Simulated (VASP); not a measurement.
# SrCl2 (Fm-3m) in VASP: single point with PBE

Aim: the single point of SrCl2 with PBE.

All numbers are computed with VASP 6.6.1; they aren't measurements. Logs are shortened: lines on timing, memory, paths and dates and some standing lists are left out, and cuts for length are marked.

### Step 1. Starting point

It takes space group Fm-3m (No. 225, cubic). The conventional cell has a = 6.999 Å, b = 6.999 Å, c = 6.999 Å, α = 90.00°, β = 90.00°, γ = 90.00°. Sr (site symmetry m-3m) has 8 Cl at 3.03 Å as nearest neighbours. Cl (site symmetry -43m) has 4 Sr at 3.03 Å as nearest neighbours.

The cell is a database's computed one.

### Step 2. Single point, PBE

Input file INCAR:

```
SYSTEM = SrCl2
PREC = Accurate
ENCUT = 520
EDIFF = 1E-6
ISMEAR = -1
SIGMA = 0.02
LREAL = .False.
LASPH = .True.
NELM = 100
ALGO = Normal
ISIF = 2
LWAVE = .False.
LCHARG = .False.
GGA = PE
NBANDS = 19
```

Input file KPOINTS:

```
Automatic mesh
0
Gamma
  6 6 6
  0 0 0
```

Input file POSCAR:

```
SrCl2
1.0
    0.0000000000      3.4997473228      3.4997473228
    3.4997473228      0.0000000000      3.4997473228
    3.4997473228      3.4997473228      0.0000000000
Sr Cl
1 2
Direct
    0.0000000000      0.0000000000      0.0000000000
    0.7500000000      0.7500000000      0.7500000000
    0.2500000000      0.2500000000      0.2500000000
```

Potentials or basis: VASP PAW PBE potentials, release 64 (Sr_sv, Cl).

Run with:

```bash
> cat potpaw_PBE.64/Sr_sv/POTCAR potpaw_PBE.64/Cl/POTCAR > POTCAR
> mpirun -np 1 vasp_std > vasp.out
```

OUTCAR:

```text
SYSTEM = SrCl2
   PREC = Accurate
   ENCUT = 520
   EDIFF = 1E-6
   ISMEAR = -1
   LREAL = .False.
   LASPH = .True.
   NELM = 100
   ISIF = 2
   GGA = PE

 ion  position               nearest neighbor table
   1  0.000  0.000  0.000-   2 3.03   2 3.03   3 3.03   3 3.03   2 3.03   2 3.03   3 3.03   3 3.03

   2  0.750  0.750  0.750-   1 3.03   1 3.03   1 3.03   1 3.03
   3  0.250  0.250  0.250-   1 3.03   1 3.03   1 3.03   1 3.03

  LATTYP: Found a face centered cubic cell.
 ALAT       =     6.9994946456

  Lattice vectors:

 A1 = (   0.0000000000,   3.4997473228,   3.4997473228)
 A2 = (   3.4997473228,   0.0000000000,   3.4997473228)
 A3 = (   3.4997473228,   3.4997473228,   0.0000000000)

Analysis of symmetry for initial positions (statically):
=====================================================================
 Subroutine PRICEL returns:
 Original cell was already a primitive cell.

 Routine SETGRP: Setting up the symmetry group for a
 face centered cubic supercell.

 Subroutine GETGRP returns: Found 48 space group operations
 (whereof 48 operations were pure point group operations)
 out of a pool of 48 trial point group operations.

The static configuration has the point symmetry O_h .

Analysis of symmetry for dynamics (positions and initial velocities):
=====================================================================
 Subroutine PRICEL returns:
 Original cell was already a primitive cell.

 Routine SETGRP: Setting up the symmetry group for a
 face centered cubic supercell.

 Subroutine GETGRP returns: Found 48 space group operations
 (whereof 48 operations were pure point group operations)
 out of a pool of 48 trial point group operations.

The dynamic configuration has the point symmetry O_h .

 Subroutine INISYM returns: Found 48 space group operations
 (whereof 48 operations are pure point group operations),
 and found     1 'primitive' translations

----------------------------------------------------------------------------------------

                                     Primitive cell

  volume of cell :      85.7314

  direct lattice vectors                    reciprocal lattice vectors
     0.000000000  3.499747323  3.499747323    -0.142867457  0.142867457  0.142867457
     3.499747323  0.000000000  3.499747323     0.142867457 -0.142867457  0.142867457
     3.499747323  3.499747323  0.000000000     0.142867457  0.142867457 -0.142867457

  length of vectors
     4.949390129  4.949390129  4.949390129     0.247453694  0.247453694  0.247453694

  position of ions in fractional coordinates (direct lattice)
     0.000000000  0.000000000  0.000000000
     0.750000000  0.750000000  0.750000000
     0.250000000  0.250000000  0.250000000

  ion indices of the primitive-cell ions
   primitive index   ion index
                 1           1
                 2           2
                 3           3

----------------------------------------------------------------------------------------

 KPOINTS: Automatic mesh

Automatic generation of k-mesh.
 Grid dimensions read from file:
 generate k-points for:    6    6    6

 Generating k-lattice:

  Cartesian coordinates                     Fractional coordinates (reciprocal lattice)
    -0.023811243  0.023811243  0.023811243     0.166666667  0.000000000  0.000000000
     0.023811243 -0.023811243  0.023811243     0.000000000  0.166666667  0.000000000
     0.023811243  0.023811243 -0.023811243     0.000000000  0.000000000  0.166666667

  Length of vectors
     0.041242282  0.041242282  0.041242282

  Shift w.r.t. Gamma in fractional coordinates (k-lattice)
     0.000000000  0.000000000  0.000000000

 Subroutine IBZKPT returns following result:
 ===========================================

 Found     16 irreducible k-points:

 Following reciprocal coordinates:
            Coordinates               Weight
  0.000000  0.000000  0.000000      1.000000
  0.166667  0.000000  0.000000      8.000000
  0.333333  0.000000  0.000000      8.000000
  0.500000  0.000000  0.000000      4.000000
  0.166667  0.166667  0.000000      6.000000
  0.333333  0.166667  0.000000     24.000000
[... 8 lines left out ...]
 -0.333333  0.333333  0.166667     24.000000
 -0.333333  0.500000  0.166667     12.000000
   k-points           NKPTS =     16   k-points in BZ     NKDIM =     16   number of bands    NBANDS=     19
   number of dos      NEDOS =    301   number of ions     NIONS =      3
   total plane-waves  NPLWV =  64000
   dimension x,y,z NGX =    40 NGY =   40 NGZ =   40
   dimension x,y,z NGXF=    80 NGYF=   80 NGZF=   80
   ions per type =               1   2
   NGX,Y,Z   is equivalent  to a cutoff of  13.44, 13.44, 13.44 a.u.
   NGXF,Y,Z  is equivalent  to a cutoff of  26.87, 26.87, 26.87 a.u.
 SYSTEM =  SrCl2
   PREC   = accura    normal or accurate (medium, high low for compatibility)
   ISTART =      0    job   : 0-new  1-cont  2-samecut
   ICHARG =      2    charge: 1-file 2-atom 10-const
   ISPIN  =      1    spin polarized calculation?
   LNONCOLLINEAR =      F non collinear calculations
   LSORBIT =      F    spin-orbit coupling
   LASPH  =      T    aspherical Exc in radial PAW
   ENCUT  =  520.0 eV  38.22 Ry    6.18 a.u.   9.20  9.20  9.20*2*pi/ulx,y,z
   NELM   =    100;   NELMIN=  2; NELMDL= -5     # of ELM steps
   EDIFF  = 0.1E-05   stopping-criterion for ELM
   LREAL  =      F    real-space projection
   EDIFFG = 0.1E-04   stopping-criterion for IOM
   NSW    =      0    number of steps for IOM
   IBRION =     -1    ionic relax: 0-MD 1-quasi-New 2-CG
   NFREE  =      0    steps in history (QN), initial steepest desc. (CG)
   ISIF   =      2    stress and relaxation
   ISYM   =      2    0-nonsym 1-usesym 2-fastsym
   POTIM  = 0.5000    time-step for ionic-motion
   TEBEG  =    0.0;   TEEND  =   0.0 temperature during run
   PSTRESS=    0.0 pullay stress
   NELECT =      24.0000    total number of electrons
   NUPDOWN=      -1.0000    fix difference up-down
   EMIN   =  10.00;   EMAX   =-10.00  energy-range for DOS
   EFERMI =   0.00;   METHOD = LEGACY
   ISMEAR =    -1;   SIGMA  =   0.02  broadening in eV -4-tet -1-fermi 0-gaus
   EFERMI_NEDOS =   21; number of points for ismear=-14 and -15
   IALGO  =     38    algorithm
   IMIX   =      4    mixing-type and parameters
     AMIX     =   0.40;   BMIX     =  1.00
     AMIX_MAG =   1.60;   BMIX_MAG =  1.00
  volume/ion in A,a.u.               =      28.58       192.85
  Fermi-wavevector in a.u.,A,eV,Ry     =   1.070940  2.023784 15.604698  1.146913
  Thomas-Fermi vector in A             =   2.206666
   LORBIT       =      0    0 simple, 1 ext, 2 COOP (PROOUT), +10 PAW based schemes
   GGA     = PE    functional components
   LHFCALC =     F    Hartree Fock is set to
   AEXX    =    0.0000 exact exchange contribution
   IVDW    =     0    specifies the selected vdW correction
   LEPSILON=     F    determine dielectric tensor
   LRPA    =     F    only Hartree local field effects (RPA)
 non-spin polarized calculation
  energy-cutoff  :      520.00
  volume of cell :       85.73
 maximum number of plane-waves:      2332
 NGX is ok and might be reduce to    40
   NGX = 19   NGY = 19   NGZ = 19

 number of electron      24.0000002 magnetization

 Free energy of the ion-electron system (eV)
  ---------------------------------------------------
  ext. energy  EPLUGINS =         0.00000000
  ---------------------------------------------------
  free energy    TOTEN  =       -12.78722995 eV

  energy without entropy =      -12.78722995  energy(sigma->0) =      -12.78722995

 E-fermi :   0.5438     XC(G=0):  -8.2408

 val. band max:        0.0888207233   @ k =   0.5000   0.5000   0.0000
 cond. band min:       5.3890919487   @ k =   0.0000   0.0000   0.0000
 fundamental gap:      5.3002712254
 Fermi energy:         0.5438026589

 k-point     1 :       0.0000    0.0000    0.0000
  band No.  band energies     occupation
      1     -32.8306      2.00000
      2     -14.8180      2.00000
      3     -14.8180      2.00000
      4     -14.8180      2.00000
      5     -13.1863      2.00000
      6     -12.3561      2.00000
[... 11 lines left out ...]
     18       9.1076      0.00000
     19       9.3443      0.00000

 k-point     2 :       0.1667    0.0000    0.0000
  band No.  band energies     occupation
      1     -32.8298      2.00000
      2     -14.8992      2.00000
      3     -14.8213      2.00000
      4     -14.8213      2.00000
      5     -13.0437      2.00000
      6     -12.4116      2.00000
[... 11 lines left out ...]
     18       8.8025      0.00000
     19       9.8608      0.00000

 k-point     3 :       0.3333    0.0000    0.0000
  band No.  band energies     occupation
      1     -32.8284      2.00000
      2     -15.0300      2.00000
      3     -14.8278      2.00000
      4     -14.8278      2.00000
      5     -12.8331      2.00000
      6     -12.4708      2.00000
[... 11 lines left out ...]
     18       8.6344      0.00000
     19       9.1508      0.00000

 k-point     4 :       0.5000    0.0000    0.0000
  band No.  band energies     occupation
      1     -32.8276      2.00000
      2     -15.0846      2.00000
      3     -14.8311      2.00000
      4     -14.8311      2.00000
      5     -12.7963      2.00000
      6     -12.4383      2.00000
[... 231 lines left out ...]
     18       8.7523      0.00000
     19       9.8440      0.00000

 k-point    15 :      -0.3333    0.3333    0.1667
  band No.  band energies     occupation
      1     -32.8269      2.00000
      2     -15.0262      2.00000
      3     -14.9637      2.00000
      4     -14.8430      2.00000
      5     -12.6072      2.00000
      6     -12.5203      2.00000
[... 11 lines left out ...]
     18       9.1801      0.00000
     19       9.9460      0.00000

 k-point    16 :      -0.3333    0.5000    0.1667
  band No.  band energies     occupation
      1     -32.8266      2.00000
      2     -15.0748      2.00000
      3     -14.9287      2.00000
      4     -14.8494      2.00000
      5     -12.5975      2.00000
      6     -12.5024      2.00000
[... 11 lines left out ...]
     18       9.5739      0.00000
     19      10.0390      0.00000

------------------------ aborting loop because EDIFF is reached ----------------------------------------

  FORCE on cell =-STRESS in cart. coord.  units (eV):
  Direction    XX          YY          ZZ          XY          YZ          ZX
  --------------------------------------------------------------------------------------
  -------------------------------------------------------------------------------------
  Total        0.3775822      0.3775822      0.3775822     -0.0000000      0.0000000      0.0000000
  in kB        7.0563805      7.0563805      7.0563805     -0.0000000      0.0000000      0.0000000
  external PRESSURE =       7.0563805 kB  Pullay stress =       0.0000000 kB

 VOLUME and BASIS-vectors are now :
 -----------------------------------------------------------------------------
  energy-cutoff  :      520.00
  volume of cell :       85.73
      direct lattice vectors                 reciprocal lattice vectors
     0.000000000  3.499747323  3.499747323    -0.142867457  0.142867457  0.142867457
     3.499747323  0.000000000  3.499747323     0.142867457 -0.142867457  0.142867457
     3.499747323  3.499747323  0.000000000     0.142867457  0.142867457 -0.142867457

 POSITION                                       TOTAL-FORCE (eV/Angst)
 -----------------------------------------------------------------------------------
      0.00000      0.00000      0.00000         0.000000      0.000000      0.000000
      5.24962      5.24962      5.24962        -0.000000     -0.000000     -0.000000
      1.74987      1.74987      1.74987         0.000000      0.000000      0.000000
 -----------------------------------------------------------------------------------
    total drift:                               -0.000000     -0.000000      0.000000

  FREE ENERGIE OF THE ION-ELECTRON SYSTEM (eV)
  ---------------------------------------------------
  free  energy   TOTEN  =       -12.7872299465 eV

  energy  without entropy=      -12.7872299465  energy(sigma->0) =      -12.78722995
```

Wall time 29 s (1 thread of Intel Xeon Platinum 8488C (Sapphire Rapids), shared host); peak memory 0.23 GiB.

Results:

- Free energy: -12.7872 eV
- Pressure: 0.7 GPa
- Band gap on the k mesh: 5.30 eV, indirect (least direct gap 5.51 eV)

Levels at points of the mesh, in eV from the valence-band top:
| k point | band 8 | band 9 | band 10 | band 11 | band 12 | band 13 | band 14 | band 15 | band 16 | band 17 |
| --- | --- | --- | --- | --- | --- | --- | --- | --- | --- | --- |
| (0.00, 0.00, 0.00) | -2.09 | -2.09 | -0.33 | -0.33 | -0.33 | 5.30 | 6.10 | 6.10 | 9.02 | 9.02 |
| (0.50, 0.00, 0.00) | -1.54 | -1.48 | -1.30 | -1.04 | -1.04 | 6.70 | 6.70 | 7.47 | 7.86 | 8.57 |
| (0.50, 0.50, 0.00) | -1.85 | -1.85 | -0.40 | -0.40 | 0.00 | 5.51 | 7.01 | 7.58 | 7.98 | 7.98 |

A k mesh can miss the band edges.
